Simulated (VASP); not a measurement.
# La2O3 (P-62m) in VASP: settings compared, part 2 of 2

VASP 6.6.1. Earlier steps stand in the parts before.

## 4. Band structure, LDA

Contents of INCAR:

```
PREC = Accurate
ENCUT = 520
EDIFF = 1E-6
ISMEAR = 0
SIGMA = 0.02
LREAL = False
LASPH = True
NELM = 60
ALGO = Normal
ISIF = 2
LWAVE = False
LCHARG = False
LMAXMIX = 6
GGA = CA
NBANDS = 28
KPAR = 2
```

Contents of KPOINTS:

```
regular mesh
0
Gamma
  6 6 8
```

Contents of POSCAR:

```
La2O3
1.0
    6.2667802772      0.0000000000      0.0000000000
   -3.1333901386      5.4271909200      0.0000000000
    0.0000000000      0.0000000000      3.2997660000
La O
2 3
Direct
    0.6666666667      0.3333333333      0.5000000000
    0.3333333333      0.6666666667      0.5000000000
    0.5080139900      0.0000000000      0.0000000000
    0.0000000000      0.5080139900      0.0000000000
    0.4919860100      0.4919860100      0.0000000000
```

Contents of KPOINTS_OPT:

```
path GMKGALHA,LM,KH
15
line-mode
reciprocal
 0.0000000000  0.0000000000  0.0000000000  G
 0.5000000000  0.0000000000  0.0000000000  M

 0.5000000000  0.0000000000  0.0000000000  M
 0.3333333333  0.3333333333  0.0000000000  K

 0.3333333333  0.3333333333  0.0000000000  K
 0.0000000000  0.0000000000  0.0000000000  G

 0.0000000000  0.0000000000  0.0000000000  G
 0.0000000000  0.0000000000  0.5000000000  A

 0.0000000000  0.0000000000  0.5000000000  A
 0.5000000000  0.0000000000  0.5000000000  L

 0.5000000000  0.0000000000  0.5000000000  L
 0.3333333333  0.3333333333  0.5000000000  H

 0.3333333333  0.3333333333  0.5000000000  H
 0.0000000000  0.0000000000  0.5000000000  A

 0.5000000000  0.0000000000  0.5000000000  L
 0.5000000000  0.0000000000  0.0000000000  M

 0.3333333333  0.3333333333  0.0000000000  K
 0.3333333333  0.3333333333  0.5000000000  H
```

Potentials or basis: VASP PAW LDA potentials, release 64 (La, O).

On the command line:

```sh
$ cat potpaw_LDA.64/La/POTCAR potpaw_LDA.64/O/POTCAR > POTCAR
$ mpirun -np 2 vasp_std > vasp.out
```

Wall time 4.5 min (2 MPI ranks of Intel Xeon Platinum 8488C (Sapphire Rapids), shared host); peak memory 0.31 GiB.

It converged, with:

```yaml
Free_energy: -44.3930 eV
Pressure: -3.3 GPa
Largest_force: 0.073 eV/Å
Band_gap_on_the_k_mesh: 1.38 eV, indirect (least direct gap 1.90 eV)
Band_gap_along_the_path: 1.38 eV, indirect (least direct gap 1.90 eV)
```

Forces in eV/Å, atoms in the order of the input:
```
La   0.000  0.000  0.000
La   0.000  0.000  0.000
O   -0.073  0.000  0.000
O    0.037 -0.064  0.000
O    0.037  0.064  0.000
```

Stress tensor (GPa, compression positive):
```
-1.70  0.00  0.00
 0.00 -1.70  0.00
 0.00  0.00 -6.35
```

Levels at the corners of the path, in eV from the valence-band top:
| point | band 18 | band 19 | band 20 | band 21 | band 22 | band 23 |
| --- | --- | --- | --- | --- | --- | --- |
| Γ | -1.03 | -0.74 | -0.52 | 1.38 | 3.32 | 3.86 |
| M | -1.20 | -1.17 | -0.98 | 2.56 | 3.37 | 4.12 |
| M | -1.20 | -1.17 | -0.98 | 2.56 | 3.37 | 4.12 |
| K | -1.40 | -1.40 | -1.01 | 3.06 | 3.06 | 4.02 |
| K | -1.40 | -1.40 | -1.01 | 3.06 | 3.06 | 4.02 |
| Γ | -1.03 | -0.74 | -0.52 | 1.38 | 3.32 | 3.86 |
| Γ | -1.03 | -0.74 | -0.52 | 1.38 | 3.32 | 3.86 |
| A | -1.22 | -0.34 | 0.00 | 4.11 | 4.15 | 4.21 |
| A | -1.22 | -0.34 | 0.00 | 4.11 | 4.15 | 4.21 |
| L | -1.43 | -0.70 | -0.65 | 4.14 | 4.22 | 4.25 |
| L | -1.43 | -0.70 | -0.65 | 4.14 | 4.22 | 4.25 |
| H | -1.69 | -0.73 | -0.73 | 4.25 | 4.25 | 4.29 |
| H | -1.69 | -0.73 | -0.73 | 4.25 | 4.25 | 4.29 |
| A | -1.22 | -0.34 | 0.00 | 4.11 | 4.15 | 4.21 |
| L | -1.43 | -0.70 | -0.65 | 4.14 | 4.22 | 4.25 |
| M | -1.20 | -1.17 | -0.98 | 2.56 | 3.37 | 4.12 |
| K | -1.40 | -1.40 | -1.01 | 3.06 | 3.06 | 4.02 |
| H | -1.69 | -0.73 | -0.73 | 4.25 | 4.25 | 4.29 |

Caveat: spin-orbit coupling is left out, which moves the levels of the heavy elements. LDA gaps usually lie below the measured ones, often by a third to a half.

## 5. Band structure, r2SCAN

Changes to INCAR since step 4:

```diff
@@ -13,3 +13,4 @@
 LMAXMIX = 6
-GGA = CA
+METAGGA = R2SCAN
+LMIXTAU = True
 NBANDS = 28
```

KPOINTS is that of step 4.

POSCAR is that of step 4.

KPOINTS_OPT is that of step 4.

Potentials or basis: VASP PAW PBE potentials, release 64 (La, O).

On the command line:

```sh
$ cat potpaw_PBE.64/La/POTCAR potpaw_PBE.64/O/POTCAR > POTCAR
$ mpirun -np 2 vasp_std > vasp.out
```

OUTCAR:

```text
PREC = Accurate
   ENCUT = 520
   EDIFF = 1E-6
   ISMEAR = 0
   LREAL = False
   LASPH = True
   NELM = 60
   ISIF = 2
   METAGGA = R2SCAN

 ion  position               nearest neighbor table
   1  0.667  0.333  0.500-   3 2.45   3 2.45   4 2.45   4 2.45   5 2.45   5 2.45   2 3.62   2 3.62
                             2 3.62
   2  0.333  0.667  0.500-   4 2.45   4 2.45   3 2.45   3 2.45   5 2.45   5 2.45   1 3.62   1 3.62
                             1 3.62
   3  0.508  0.000  0.000-   1 2.45   1 2.45   2 2.45   2 2.45
   4  0.000  0.508  0.000-   2 2.45   2 2.45   1 2.45   1 2.45
   5  0.492  0.492  0.000-   1 2.45   1 2.45   2 2.45   2 2.45

  LATTYP: Found a hexagonal cell.
 ALAT       =     6.2667802772
 C/A-ratio  =     0.5265488583

  Lattice vectors:

 A1 = (   6.2667802772,   0.0000000000,   0.0000000000)
 A2 = (  -3.1333901386,   5.4271909200,   0.0000000000)
 A3 = (   0.0000000000,   0.0000000000,   3.2997660000)

Analysis of symmetry for initial positions (statically):
=====================================================================
 Subroutine PRICEL returns:
[... 182 lines left out ...]
 cond. band min:       5.0469820980   @ k =   0.0000   0.0000   0.0000
 fundamental gap:      1.8845238164
 Fermi energy:         3.3575365979

 k-point     1 :       0.0000    0.0000    0.0000
  band No.  band energies     occupation
      1     -28.3194      2.00000
      2     -28.0792      2.00000
      3     -15.2519      2.00000
      4     -15.2519      2.00000
      5     -13.6876      2.00000
      6     -11.4008      2.00000
[... 733 lines left out ...]
     27       8.3788      0.00000
     28       8.4787      0.00000

 [... further k-points ...]

------------------------ aborting loop because EDIFF is reached ----------------------------------------

  FORCE on cell =-STRESS in cart. coord.  units (eV):
  Direction    XX          YY          ZZ          XY          YZ          ZX
  --------------------------------------------------------------------------------------
  -------------------------------------------------------------------------------------
  Total        1.4038048      1.4038048     -0.5851789     -0.0000000      0.0000000      0.0000000
  in kB       20.0407789     20.0407789     -8.3540396     -0.0000000      0.0000000      0.0000000
  external PRESSURE =      10.5758394 kB  Pullay stress =       0.0000000 kB

 VOLUME and BASIS-vectors are now :
 -----------------------------------------------------------------------------
  energy-cutoff  :      520.00
  volume of cell :      112.23
      direct lattice vectors                 reciprocal lattice vectors
     6.266780277  0.000000000  0.000000000     0.159571575  0.092128692  0.000000000
    -3.133390139  5.427190920  0.000000000     0.000000000  0.184257384  0.000000000
     0.000000000  0.000000000  3.299766000     0.000000000  0.000000000  0.303051792

 POSITION                                       TOTAL-FORCE (eV/Angst)
 -----------------------------------------------------------------------------------
      3.13339      1.80906      1.64988        -0.000000      0.000000      0.000000
     -0.00000      3.61813      1.64988        -0.000000      0.000000      0.000000
      3.18361      0.00000      0.00000        -0.051777     -0.000000      0.000000
     -1.59181      2.75709      0.00000         0.025889     -0.044840      0.000000
      1.54158      2.67010      0.00000         0.025889      0.044840     -0.000000
 -----------------------------------------------------------------------------------
    total drift:                               -0.000000     -0.000000     -0.000000

  FREE ENERGIE OF THE ION-ELECTRON SYSTEM (eV)
  ---------------------------------------------------
  free  energy   TOTEN  =       -94.7178872966 eV

  energy  without entropy=      -94.7178872966  energy(sigma->0) =      -94.71788730
```

stdout:

```text
POSCAR found type information on POSCAR LaO
 POSCAR found :  2 types and       5 ions
 scaLAPACK will be used
 -----------------------------------------------------------------------------
|                                                                             |
|                                                                             |
|     You enforced a specific xc type in the INCAR file but a different       |
|     I HOPE YOU KNOW WHAT YOU ARE DOING!                                     |
|                                                                             |
 -----------------------------------------------------------------------------

 LDA part: xc-table for (None), standard interpolation
 POSCAR, INCAR and KPOINTS ok, starting setup
 FFT: planning ... GRIDC
 FFT: planning ... GRID_SOFT
 FFT: planning ... GRID
 WAVECAR not read
 entering main loop
 Start KPOINTS_OPT (optional k-point list driver)
k-point batch [1-35\135]
k-point batch [36-70\135]
k-point batch [71-105\135]
k-point batch [106-135\135]
```

Run time: 13 min. Hardware: 2 MPI ranks of Intel Xeon Platinum 8488C (Sapphire Rapids), shared host; peak memory 0.34 GiB.

Results:

```
Free energy             : -94.7179 eV
Pressure                : 1.1 GPa
Largest force           : 0.052 eV/Å
Band gap on the k mesh  : 1.88 eV, indirect (least direct gap 2.41 eV)
Band gap along the path : 1.88 eV, indirect (least direct gap 2.41 eV)
```

Forces on the atoms (eV/Å):
```
La   0.000  0.000  0.000
La   0.000  0.000  0.000
O   -0.052  0.000  0.000
O    0.026 -0.045  0.000
O    0.026  0.045  0.000
```

Levels at the corners of the path, in eV from the valence-band top:
| point | band 17 | band 18 | band 19 | band 20 | band 21 | band 22 | band 23 | band 24 |
| --- | --- | --- | --- | --- | --- | --- | --- | --- |
| Γ | -1.04 | -1.04 | -0.75 | -0.53 | 1.88 | 3.91 | 4.60 | 4.60 |
| M | -1.69 | -1.21 | -1.19 | -0.99 | 3.14 | 3.93 | 4.83 | 4.89 |
| M | -1.69 | -1.21 | -1.19 | -0.99 | 3.14 | 3.93 | 4.83 | 4.89 |
| K | -1.49 | -1.40 | -1.40 | -1.02 | 3.66 | 3.66 | 4.58 | 5.07 |
| K | -1.49 | -1.40 | -1.40 | -1.02 | 3.66 | 3.66 | 4.58 | 5.07 |
| Γ | -1.04 | -1.04 | -0.75 | -0.53 | 1.88 | 3.91 | 4.60 | 4.60 |
| Γ | -1.04 | -1.04 | -0.75 | -0.53 | 1.88 | 3.91 | 4.60 | 4.60 |
| A | -1.24 | -1.24 | -0.37 | 0.00 | 4.75 | 4.84 | 4.84 | 4.93 |
| A | -1.24 | -1.24 | -0.37 | 0.00 | 4.75 | 4.84 | 4.84 | 4.93 |
| L | -1.63 | -1.44 | -0.72 | -0.66 | 4.63 | 5.00 | 5.01 | 5.07 |
| L | -1.63 | -1.44 | -0.72 | -0.66 | 4.63 | 5.00 | 5.01 | 5.07 |
| H | -1.77 | -1.69 | -0.75 | -0.75 | 4.83 | 5.03 | 5.03 | 5.04 |
| H | -1.77 | -1.69 | -0.75 | -0.75 | 4.83 | 5.03 | 5.03 | 5.04 |
| A | -1.24 | -1.24 | -0.37 | 0.00 | 4.75 | 4.84 | 4.84 | 4.93 |
| L | -1.63 | -1.44 | -0.72 | -0.66 | 4.63 | 5.00 | 5.01 | 5.07 |
| M | -1.69 | -1.21 | -1.19 | -0.99 | 3.14 | 3.93 | 4.83 | 4.89 |
| K | -1.49 | -1.40 | -1.40 | -1.02 | 3.66 | 3.66 | 4.58 | 5.07 |
| H | -1.77 | -1.69 | -0.75 | -0.75 | 4.83 | 5.03 | 5.03 | 5.04 |

Caveat: the PAW data sets were made with another functional, which shifts forces and pressure a little; spin-orbit coupling is left out, which moves the levels of the heavy elements.

## 6. The reference run

An earlier run on the cell as given: functional PBE; potentials or basis VASP PAW PBE potentials, release 64 (La, O); cutoff 520 eV; k mesh 5 × 5 × 8; occupations fermi-dirac, width 0.05 eV; no spin polarisation.

- Pressure: 1.9 GPa
- Largest force: 0.047 eV/Å
- Band gap on the k mesh: 1.54 eV, indirect (least direct gap 2.05 eV)

## 7. Summary

```csv
task,level,potentials or basis,k mesh,smearing,ladder,gap on the mesh (eV),pressure (GPa),largest force (eV/Å)
electric field gradients,PBEsol,"VASP PAW PBE potentials, release 64 (La, O)",5 × 5 × 8,gaussian 0.02 eV,-,1.46,-1.2,0.06
core levels,PBEsol,"VASP PAW PBE potentials, release 64 (La, O)",5 × 5 × 8,gaussian 0.02 eV,-,1.46,-1.2,0.06
band structure,LDA,"VASP PAW LDA potentials, release 64 (La, O)",6 × 6 × 8,gaussian 0.02 eV,gaps,1.38,-3.3,0.07
band structure,r2SCAN,"VASP PAW PBE potentials, release 64 (La, O)",6 × 6 × 8,gaussian 0.02 eV,gaps,1.88,1.1,0.05
single point,PBE,"VASP PAW PBE potentials, release 64 (La, O)",5 × 5 × 8,fermi-dirac 0.05 eV,-,1.54,1.9,0.05
```

Alike in all rows: no spin polarisation; cell as given; cutoff (eV) 520.

Caveats: spin-orbit coupling is left out, which moves the levels of the heavy elements; the PAW data sets were made with another functional, which shifts forces and pressure a little (some runs); an odd mesh through Γ misses points on the zone boundary, where band edges often lie (some runs).

Total energies depend on the potentials used, so only differences within one code and one set of settings carry meaning.
